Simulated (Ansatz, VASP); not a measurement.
BN: VASP beside Ansatz

```xyz
2
Lattice="1.2256 0.7076 3.3041 -1.2256 0.7076 3.3041 0.0000 -1.4152 3.3041" Properties=species:S:1:pos:R:3 pbc="T T T"
N     0.0000    0.0000    6.6138
B     0.0000    0.0000    0.0033
```

Change from the starting cell: volume scaled by 0.94.

Alike in both runs: task single point; functional PBE; k mesh 12 × 12 × 12; occupations fermi-dirac, width 0.05 eV; no spin polarisation.

|  | VASP | Ansatz |
| --- | --- | --- |
| version | VASP 6.6.1 | Ansatz 0.2.0 |
| potentials or method | VASP PAW PBE potentials, release 64 (N, B) | Ansatz PAW |
| plane-wave cutoff (eV) | 520 | 420 |
| valence electrons in the cell | 8 | 8 |

|  | VASP | Ansatz | Ansatz less VASP |
| --- | --- | --- | --- |
| gap on the k mesh at the Fermi level (eV) | 4.36 | 4.36 | +0.008 |
| least direct gap on the mesh (eV) | 4.85 | 4.86 | +0.003 |
| pressure (GPa) | 20.6 | 20.5 | -0.07 |
| largest component of the traceless stress (GPa) | 17.60 | 17.38 | -0.222 |

Caveats: the pressure holds a Pulay correction of +0.6 GPa for the finite cutoff (Ansatz). A k mesh can miss the band edges.
